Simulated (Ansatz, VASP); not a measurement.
# Cross-check of Ti3Sn between VASP and Ansatz, part 2 of 2

Wanted: the spread between two codes on one cell, functional and k mesh. The two relaxations start from unlike cells of this crystal (the structure described is Ansatz's start), so only their ends are compared.

VASP 6.6.1 and Ansatz 0.2.0.

So far: Starting point; Ansatz: relaxation of cell and atoms, BLYP with D3(BJ).

### 3. VASP: relaxation of cell and atoms, BLYP with D3(BJ)

Level of this step: BLYP with D3(BJ); plane waves and PAW (Ti_sv, Sn_d) (VASP).

Its own start cell and the same functional (in two slightly different forms), mesh and smearing now go to VASP, with its own data sets.

Lines of VASP's logs that name or quote its potential files are left out, and so is its time.

Input file INCAR:

```
SYSTEM = Ti3Sn
PREC = Accurate
ENCUT = 500
EDIFF = 1E-07
NELM = 120
ISMEAR = 0
SIGMA = 0.1
LREAL = .FALSE.
ALGO = Normal
GGA = B5
ALDAX = 1
AGGAX = 1
AGGAC = 1
ALDAC = 0
IVDW = 12
VDW_S6 = 1
VDW_S8 = 2.6996
VDW_A1 = 0.4298
VDW_A2 = 4.2359
NBANDS = 62
LASPH = .TRUE.
LORBIT = 11
LWAVE = .FALSE.
LCHARG = .FALSE.
ISIF = 3
IBRION = 2
NSW = 80
EDIFFG = -0.005
GGA_COMPAT = .FALSE.
NELMIN = 4
KPAR = 2
```

Input file POSCAR:

```
Ti3Sn
1.0
    2.8022337721     -5.1222025638      0.0000000000
    2.8022337721      5.1222025638      0.0000000000
    0.0000000000      0.0000000000      4.6424916633
Ti Sn
6 2
Direct
    0.1778913112      0.8221086888      0.7500000000
    0.8221086888      0.1778913112      0.2500000000
    0.1666705883      0.3125280172      0.7500000000
    0.3125280172      0.1666705883      0.2500000000
    0.8333294117      0.6874719828      0.2500000000
    0.6874719828      0.8333294117      0.7500000000
    0.6674491197      0.3325508803      0.7500000000
    0.3325508803      0.6674491197      0.2500000000
```

Input file KPOINTS:

```
Automatic mesh
0
Gamma
6 6 6
0 0 0
```

The projector-augmented-wave data sets are Ti_sv and Sn_d (PBE family, release 64).

The run is started by

```sh
> mpirun -np 2 vasp_std
```

Numbers of over 12 decimals in the logs are rounded to 6 here.

The log of the run:

```text
[banner, memory and clock lines left out]
running    2 mpi-ranks, on    1 nodes
 distrk:  each k-point on    1 cores,    2 groups
 distr:  one band on    1 cores,    1 groups

 POSCAR found type information on POSCAR TiSn
 POSCAR found :  2 types and       8 ions
|                                                                             |
|               ----> ADVICE to this user running VASP <----                  |
|                                                                             |
|     You enforced a specific xc type in the INCAR file but a different       |
|     [... a line on the potential file left out ...]
|     I HOPE YOU KNOW WHAT YOU ARE DOING!                                     |
|                                                                             |

 LDA part: xc-table for (Slater(with rela. corr.)+VWN5), standard interpolation
 POSCAR, INCAR and KPOINTS ok, starting setup
 FFT: planning ... GRIDC
 FFT: planning ... GRID_SOFT
 FFT: planning ... GRID
 WAVECAR not read
 entering main loop
       N       E                     dE             d eps       ncg     rms          rms(c)
DAV:   1     0.140731472877E+04    0.14073E+04   -0.47566E+04  6496   0.229E+03
DAV:   2     0.175086528477E+03   -0.12322E+04   -0.12098E+04  6448   0.676E+02
DAV:   3    -0.187900628755E+02   -0.19388E+03   -0.18690E+03  7808   0.233E+02
DAV:   4    -0.504141840227E+02   -0.31624E+02   -0.30796E+02  9624   0.766E+01
DAV:   5    -0.530620021467E+02   -0.26478E+01   -0.26333E+01 10208   0.189E+01    0.220E+01
DAV:   6    -0.477995005844E+02    0.52625E+01   -0.26398E+01  8542   0.294E+01    0.587E+00
DAV:   7    -0.480286764598E+02   -0.22918E+00   -0.45899E+00  9136   0.143E+01    0.555E+00
DAV:   8    -0.478109815448E+02    0.21769E+00   -0.17681E+00  9234   0.704E+00    0.349E+00
DAV:   9    -0.478278233523E+02   -0.16842E-01   -0.40903E-01  8680   0.443E+00    0.101E+00
DAV:  10    -0.478316645225E+02   -0.38412E-02   -0.88115E-02  8464   0.229E+00    0.395E-01
DAV:  11    -0.478334364841E+02   -0.17720E-02   -0.22201E-02  8858   0.975E-01    0.632E-02
DAV:  12    -0.478335680126E+02   -0.13153E-03   -0.15530E-03  9712   0.258E-01    0.352E-02
DAV:  13    -0.478335304373E+02    0.37575E-04   -0.16176E-04  9234   0.723E-02    0.226E-02
DAV:  14    -0.478335247370E+02    0.57003E-05   -0.20386E-05  8816   0.295E-02    0.561E-03
DAV:  15    -0.478335233658E+02    0.13712E-05   -0.33424E-06  9386   0.125E-02    0.214E-03
DAV:  16    -0.478335236370E+02   -0.27117E-06   -0.56568E-07  7016   0.521E-03    0.508E-04
DAV:  17    -0.478335237856E+02   -0.14870E-06   -0.46608E-08  4592   0.167E-03    0.366E-04
DAV:  18    -0.478335237981E+02   -0.12420E-07   -0.23144E-08  4294   0.118E-03
   1 F= -.59756270E+02 E0= -.59738760E+02  d E =-.597563E+02
 curvature:   0.00 expect dE= 0.000E+00 dE for cont linesearch  0.000E+00
 trial: gam= 0.00000 g(F)=  0.455E-05 g(S)=  0.258E-05 ort = 0.000E+00 (trialstep = 0.100E+01)
 search vector abs. value=  0.713E-05
 bond charge predicted
       N       E                     dE             d eps       ncg     rms          rms(c)
DAV:   1    -0.478309481293E+02    0.25757E-02   -0.20277E-03  7854   0.512E-01    0.470E-02
DAV:   2    -0.478309369236E+02    0.11206E-04   -0.46845E-04  7638   0.140E-01    0.245E-02
DAV:   3    -0.478309294709E+02    0.74527E-05   -0.46747E-05  8890   0.446E-02    0.792E-03
DAV:   4    -0.478309305110E+02   -0.10401E-05   -0.16457E-05  9290   0.262E-02    0.702E-03
DAV:   5    -0.478309301529E+02    0.35817E-06   -0.58067E-06  8368   0.199E-02    0.277E-03
DAV:   6    -0.478309303773E+02   -0.22448E-06   -0.11991E-06  8202   0.657E-03    0.234E-03
DAV:   7    -0.478309305038E+02   -0.12650E-06   -0.47197E-07  6566   0.308E-03    0.121E-03
DAV:   8    -0.478309305081E+02   -0.42255E-08   -0.23315E-07  5352   0.249E-03
   2 F= -.59756272E+02 E0= -.59738756E+02  d E =-.238614E-05
 trial-energy change:   -0.000002  1 .order   -0.000004   -0.000007   -0.000002
 step:   1.3068(harm=  1.3068)  dis= 0.00032  next Energy=   -59.756275 (dE=-0.466E-05)
 reached required accuracy - stopping structural energy minimisation
```

From OUTCAR (step 3):

```text
ion  position               nearest neighbor table
   1  0.178  0.822  0.750-   7 2.80   7 2.80   8 2.81   8 2.81   4 2.89   5 2.89   5 2.89   4 2.89
                             6 2.90   3 2.90
   2  0.822  0.178  0.250-   8 2.80   8 2.80   7 2.81   7 2.81   3 2.89   6 2.89   6 2.89   3 2.89
                             4 2.90   5 2.90
   3  0.167  0.313  0.750-   6 2.69   4 2.76   4 2.76   7 2.86   2 2.89   2 2.89   1 2.90   8 2.91
                             8 2.91   6 2.92   7 2.98
   4  0.313  0.167  0.250-   5 2.69   3 2.76   3 2.76   8 2.86   1 2.89   1 2.89   2 2.90   7 2.91
                             7 2.91   5 2.92   8 2.98
   5  0.833  0.687  0.250-   4 2.69   6 2.76   6 2.76   8 2.86   1 2.89   1 2.89   2 2.90   7 2.91
                             7 2.91   4 2.92   8 2.98
   6  0.687  0.833  0.750-   3 2.69   5 2.76   5 2.76   7 2.86   2 2.89   2 2.89   1 2.90   8 2.91
                             8 2.91   3 2.92   7 2.98
   7  0.667  0.333  0.750-   1 2.80   1 2.80   2 2.81   2 2.81   6 2.86   3 2.86   4 2.91   5 2.91
                             5 2.91   4 2.91   6 2.98   3 2.98
   8  0.333  0.667  0.250-   2 2.80   2 2.80   1 2.81   1 2.81   4 2.86   5 2.86   3 2.91   6 2.91
                             6 2.91   3 2.91   4 2.98   5 2.98

  LATTYP: Found a base centered orthorhombic cell.
 ALAT       =     5.6044675442
 B/A-ratio  =     1.8278998044
 C/A-ratio  =     0.8283555265

 Subroutine GETGRP returns: Found  8 space group operations
 (whereof  4 operations were pure point group operations)

The static configuration has the point symmetry C_2h.
 The point group associated with its full space group is D_2h.

 Found     52 irreducible k-points:

   k-points           NKPTS =     52   k-points in BZ     NKDIM =     52   number of bands    NBANDS=     62

   dimension x,y,z NGX =    48 NGY =   48 NGZ =   36
   dimension x,y,z NGXF=    96 NGYF=   96 NGZF=   72

   ENCUT  =  500.0 eV  36.75 Ry    6.06 a.u.  10.65 10.65  8.46*2*pi/ulx,y,z

   NELECT =     100.0000    total number of electrons

 k-points in reciprocal lattice and weights: Automatic mesh
   0.00000000  0.00000000  0.00000000       0.005
   0.16666667  0.00000000  0.00000000       0.019
   0.33333333  0.00000000  0.00000000       0.019
   0.50000000  0.00000000  0.00000000       0.009
   0.16666667  0.16666667  0.00000000       0.009
   0.33333333  0.16666667  0.00000000       0.019
   0.50000000  0.16666667  0.00000000       0.019
  -0.33333333  0.16666667  0.00000000       0.019
  -0.16666667  0.16666667  0.00000000       0.009
[...]
-0.33333333  0.33333333  0.50000000       0.009
   0.50000000  0.50000000  0.50000000       0.005

 Edisp (eV)  -11.92275

 average (electrostatic) potential at core
       1 -69.8711       2 -69.8711       3 -69.7447       4 -69.7447       5 -69.7447
       6 -69.7447       7 -96.0801       8 -96.0801

 E-fermi :  10.7062

 k-point     1 :       0.0000    0.0000    0.0000
  band No.  band energies     occupation
    ...
     46       9.4433      2.00000
     47       9.7243      2.00000
     48       9.7384      2.00000
     49      10.1355      2.00000
     50      10.3422      2.00000
     51      10.8198      0.10834
     52      11.0483      0.00000
     53      11.1858      0.00000
     54      11.5586      0.00000
     55      11.7545      0.00000
    ...

 k-point     2 :       0.1667    0.0000    0.0000
  band No.  band energies     occupation
    ...
     46       9.5198      2.00000
     47       9.7026      2.00000
     48      10.0204      2.00000
     49      10.2428      2.00000
     50      10.3008      2.00000
     51      11.0166      0.00001
     52      11.0972      0.00000
     53      11.1757      0.00000
     54      11.4803      0.00000
     55      11.7396      0.00000
    ...

 k-point     3 :       0.3333    0.0000    0.0000
  band No.  band energies     occupation
    ...
     46       9.7657      2.00000
     47       9.9984      2.00000
     48      10.0294      2.00000
     49      10.2373      2.00000
     50      10.6950      1.12551
     51      11.0930      0.00000
     52      11.2822      0.00000
     53      11.2895      0.00000
     54      11.5453      0.00000
     55      11.7105      0.00000
    ...

 Edisp (eV)  -11.92534

  Total       0.01283     0.00402     0.01139     0.00000     0.00000     0.00000
  in kB       0.15428     0.04829     0.13699     0.00000     0.00000     0.00000
  external pressure =        0.11 kB  Pullay stress =        0.00 kB

  energy-cutoff  :      500.00
  volume of cell :      133.25
      direct lattice vectors                 reciprocal lattice vectors
     2.802021614 -5.121737427  0.000000000     0.178442592 -0.097623122  0.000000000
     2.802021614  5.121737427  0.000000000     0.178442592  0.097623122  0.000000000
     0.000000000  0.000000000  4.642306480     0.000000000  0.000000000  0.215410164

 POSITION                                       TOTAL-FORCE (eV/Angst)
 -----------------------------------------------------------------------------------
      2.80202      3.29976      3.48173        -0.000000      0.003722     -0.000000
      2.80202     -3.29976      1.16058        -0.000000     -0.003722     -0.000000
      1.34284      0.74714      3.48173         0.001880      0.001550     -0.000000
      1.34284     -0.74714      1.16058         0.001880     -0.001550     -0.000000
      4.26121     -0.74714      1.16058        -0.001880     -0.001550      0.000000
      4.26121      0.74714      3.48173        -0.001880      0.001550      0.000000
      2.80202     -1.71533      3.48173        -0.000000     -0.001325      0.000000
      2.80202      1.71533      1.16058        -0.000000      0.001325      0.000000
 -----------------------------------------------------------------------------------
    total drift:                               -0.000000     -0.000000     -0.000000

  FREE ENERGIE OF THE ION-ELECTRON SYSTEM (eV)
  ---------------------------------------------------
  free  energy   TOTEN  =       -59.7562722928 eV

  energy  without entropy=      -59.7212404155  energy(sigma->0) =      -59.73875635

 reached required accuracy - stopping structural energy minimisation

 total charge
# of ion       s       p       d       tot
------------------------------------------
    1        2.213   6.136   2.028  10.377
    2        2.213   6.136   2.028  10.377
    3        2.224   6.119   2.054  10.397
    4        2.224   6.119   2.054  10.397
    5        2.224   6.119   2.054  10.397
    6        2.224   6.119   2.054  10.397
    7        1.126   1.539  10.033  12.698
    8        1.126   1.539  10.033  12.698
--------------------------------------------------
tot         15.573  39.829  32.338  87.740

[... 3 further parts left out ...]
```

Dispersion corrections of this kind ignore metallic screening and tend to overbind metals. The run keeps the 8 symmetry operations of its start, so it cannot find a distortion of lower symmetry.

### 4. Side by side

Known differences besides the potentials themselves: the cutoff is 420 eV in Ansatz and 500 eV in VASP; Ansatz makes its cores anew for this functional, VASP keeps those of its PBE data sets; VASP's log shows a relativistic correction to its local exchange, Ansatz's none; Ansatz adds a Pulay correction to the stress that steers its cell, VASP none. Total energies have different zeros and are not compared.

Both answers:

```csv
quantity,Ansatz,VASP,difference
volume (Å³),133.16,133.25,-0.07 %
"edge a after relaxation, in the typed setting (Å)",5.837,5.838,-0.02 %
"edge c after relaxation, in the typed setting (Å)",4.641,4.642,-0.03 %
```

### 5. Ansatz: relaxation of cell and atoms, BLYP

The relaxed volume is the usual yardstick between codes: in a stiff, nearly cubic crystal its relative difference is about their pressure difference at one cell divided by the bulk modulus.

The two relaxations start from unlike cells of this crystal, so only their ends are compared.

Input file input.yaml:

```yaml
crystal:
  lattice:
    - [2.86637827, -5.24854972, 0.0]
    - [2.86637827, 5.24854972, 0.0]
    - [0.0, 0.0, 4.74143888]
  atoms:
    - { symbol: Ti, position: [0.17906755, 0.82093245, 0.75] }
    - { symbol: Ti, position: [0.82093245, 0.17906755, 0.25] }
    - { symbol: Ti, position: [0.16798949, 0.31440417, 0.75] }
    - { symbol: Ti, position: [0.31440417, 0.16798949, 0.25] }
    - { symbol: Ti, position: [0.83201051, 0.68559583, 0.25] }
    - { symbol: Ti, position: [0.68559583, 0.83201051, 0.75] }
    - { symbol: Sn, position: [0.66730007, 0.33269993, 0.75] }
    - { symbol: Sn, position: [0.33269993, 0.66730007, 0.25] }
kpoints:
  mp_grid: { grid: [6, 6, 6] }
hamiltonian:
  xc: blyp
scf:
  occupations: { method: gaussian, width: 0.1 }
output:
  forces: true
  stress: true
  eigenvalues: true
relax:
  adjacent_minimum: "off"
  f_tol: 0.005
  max_steps: 60
  cell: { stress_tol: 0.03 }
```

The run is started by

```sh
> ansatz run input.yaml --threads 8 --pin off --max-ram 16384MiB --backend cpu --events-out ev --progress --plain --runs-dir out
```

The log of the run:

```text
[...]
Crystal: 8 atoms, lattice volume = 142.664 Å³
Basis set: ecut = 420 eV, 2775 PW (Γ), exchange–correlation on 80×80×64 points (8 copies of the dense FFT grid, shifted against one another)
Bands: 60, of which v1, the nominal top of the filled ones, is band 50 counted from 1 (49 counted from 0)
Symmetry: 8 space group operations
[...]
k-points: 52 of 216
[...]
atoms:
    - { symbol: Ti, position: [0.176077, 0.823923, 0.750000] }
    - { symbol: Ti, position: [0.823923, 0.176077, 0.250000] }
    - { symbol: Ti, position: [0.166313, 0.311369, 0.750000] }
    - { symbol: Ti, position: [0.311369, 0.166313, 0.250000] }
    - { symbol: Ti, position: [0.833687, 0.688631, 0.250000] }
    - { symbol: Ti, position: [0.688631, 0.833687, 0.750000] }
    - { symbol: Sn, position: [0.667027, 0.332973, 0.750000] }
    - { symbol: Sn, position: [0.332973, 0.667027, 0.250000] }
[key lines of the parts left out:]
SCF converged after 6 iterations
Free energy (F): -27118.119312 eV
Fermi energy:    13.847555 eV
P = ⅓ Tr σ = 0.0112 GPa (0.112 kbar)
```

### 6. VASP: relaxation of cell and atoms, BLYP

Its own start cell and the same functional (in two slightly different forms), mesh and smearing now go to VASP, with its own data sets.

Edit INCAR of step 3 so:

```diff
@@ -14,7 +14,2 @@
 ALDAC = 0
-IVDW = 12
-VDW_S6 = 1
-VDW_S8 = 2.6996
-VDW_A1 = 0.4298
-VDW_A2 = 4.2359
 NBANDS = 62
```

Input file POSCAR:

```
Ti3Sn
1.0
    2.9176177483     -5.3305294894      0.0000000000
    2.9176177483      5.3305294894      0.0000000000
    0.0000000000      0.0000000000      4.8029208939
Ti Sn
6 2
Direct
    0.1762132810      0.8237867190      0.7500000000
    0.8237867190      0.1762132810      0.2500000000
    0.1662303268      0.3112161682      0.7500000000
    0.3112161682      0.1662303268      0.2500000000
    0.8337696732      0.6887838318      0.2500000000
    0.6887838318      0.8337696732      0.7500000000
    0.6669730833      0.3330269167      0.7500000000
    0.3330269167      0.6669730833      0.2500000000
```

KPOINTS is that of step 3.

The run is started by

```sh
> mpirun -np 2 vasp_std
```

The log of the run:

```text
[banner, memory and clock lines left out]
running    2 mpi-ranks, on    1 nodes
[...]
[... a notice as in an earlier step ...]

 LDA part: xc-table for (Slater(with rela. corr.)+VWN5), standard interpolation
 POSCAR, INCAR and KPOINTS ok, starting setup
[...]
entering main loop
       N       E                     dE             d eps       ncg     rms          rms(c)
DAV:   1     0.138106935558E+04    0.13811E+04   -0.48075E+04  6504   0.222E+03
DAV:   2     0.166457821285E+03   -0.12146E+04   -0.11935E+04  6448   0.663E+02
DAV:   3    -0.219162093673E+02   -0.18837E+03   -0.18192E+03  7902   0.227E+02
DAV:   4    -0.518326965852E+02   -0.29916E+02   -0.29140E+02  9544   0.742E+01
[...]
DAV:  16    -0.485336566843E+02    0.25723E-06   -0.37625E-07  6632   0.478E-03    0.633E-04
DAV:  17    -0.485336569372E+02   -0.25290E-06   -0.83650E-08  5072   0.251E-03    0.321E-04
DAV:  18    -0.485336569971E+02   -0.59870E-07   -0.31023E-08  4472   0.123E-03
   1 F= -.48533657E+02 E0= -.48512458E+02  d E =-.485337E+02
[...]
N       E                     dE             d eps       ncg     rms          rms(c)
DAV:   1    -0.485338918255E+02   -0.23489E-03   -0.71505E-03  8034   0.714E-01    0.111E-01
DAV:   2    -0.485337091683E+02    0.18266E-03   -0.11879E-03  8270   0.239E-01    0.500E-02
DAV:   3    -0.485336741827E+02    0.34986E-04   -0.23256E-04  9114   0.982E-02    0.263E-02
DAV:   4    -0.485336754915E+02   -0.13088E-05   -0.15263E-04  9128   0.901E-02    0.263E-02
DAV:   5    -0.485336682140E+02    0.72775E-05   -0.46189E-05  8816   0.463E-02    0.562E-03
DAV:   6    -0.485336694786E+02   -0.12646E-05   -0.99351E-06  9768   0.140E-02    0.614E-03
DAV:   7    -0.485336699025E+02   -0.42390E-06   -0.27160E-06  8016   0.610E-03    0.369E-03
DAV:   8    -0.485336702745E+02   -0.37198E-06   -0.39778E-07  6356   0.353E-03    0.931E-04
DAV:   9    -0.485336702547E+02    0.19803E-07   -0.17683E-07  5024   0.242E-03
   2 F= -.48533670E+02 E0= -.48512451E+02  d E =-.132576E-04
 trial-energy change:   -0.000013  1 .order   -0.000009   -0.000019    0.000002
 step:   0.9508(harm=  0.8904)  dis= 0.00011  next Energy=   -48.533670 (dE=-0.133E-04)
 reached required accuracy - stopping structural energy minimisation
```

OUTCAR, selected parts (step 6):

```text
  Total       -0.0041923     -0.0216548     -0.0185650      0.0000000      0.0000000      0.0000000
  in kB       -0.0449413     -0.2321393     -0.1990160      0.0000000      0.0000000      0.0000000
  external PRESSURE =      -0.1586989 kB  Pullay stress =       0.0000000 kB

 POSITION                                       TOTAL-FORCE (eV/Angst)
 -----------------------------------------------------------------------------------
      2.91857      3.45207      3.60241         0.000000      0.002988      0.000000
      2.91857     -3.45207      1.20080         0.000000     -0.002988     -0.000000
      1.39353      0.77289      3.60241         0.000723      0.000414     -0.000000
      1.39353     -0.77289      1.20080         0.000723     -0.000414      0.000000
      4.44361     -0.77289      1.20080        -0.000723     -0.000414     -0.000000
      4.44361      0.77289      3.60241        -0.000723      0.000414     -0.000000
      2.91857     -1.78029      3.60241         0.000000     -0.001395     -0.000000
      2.91857      1.78029      1.20080         0.000000      0.001395      0.000000
 -----------------------------------------------------------------------------------
    total drift:                                0.000000     -0.000000      0.000000

  FREE ENERGIE OF THE ION-ELECTRON SYSTEM (eV)
  ---------------------------------------------------
  free  energy   TOTEN  =       -48.5336702547 eV

  energy  without entropy=      -48.4912325771  energy(sigma->0) =      -48.51245142

[... 2 parts as in an earlier step ...]

[... 2 further parts left out ...]
[key lines of the parts left out:]
E-fermi :   9.3448
```

### 7. Differences

Compared:

| quantity | Ansatz | VASP | difference |
| --- | --- | --- | --- |
| volume (Å³) | 149.28 | 149.46 | -0.12 % |
| edge a after relaxation, in the typed setting (Å) | 6.074 | 6.077 | -0.06 % |
| edge c after relaxation, in the typed setting (Å) | 4.801 | 4.803 | -0.04 % |

### 8. Summary of results

```
difference in volume (relaxation of cell and atoms, BLYP with D3(BJ)) : -0.067 %
difference in volume (relaxation of cell and atoms, BLYP)             : -0.12 %
```

What this shows: The difference in volume is -0.12 % (relaxation of cell and atoms, BLYP), within the 1.2 % picked in this series as the mark of a large difference, as far as the stopping tolerances let one tell. 1 further run of this series is not shown here. How closely two codes agree says nothing of how well the functional describes the real material.

[Lines on the potential files, build, host, timing and source positions are cut from VASP's logs without a mark.]

[Logs are printed without paths, hosts, clocks, repeated set-up lines and the standing remarks that a program may print on its own settings, such as how far it seeks lower states.]

[Hosts, paths, dates, database ids (printed as entryN), source tags and the programs' standing remarks are cut or masked in the printed files.]
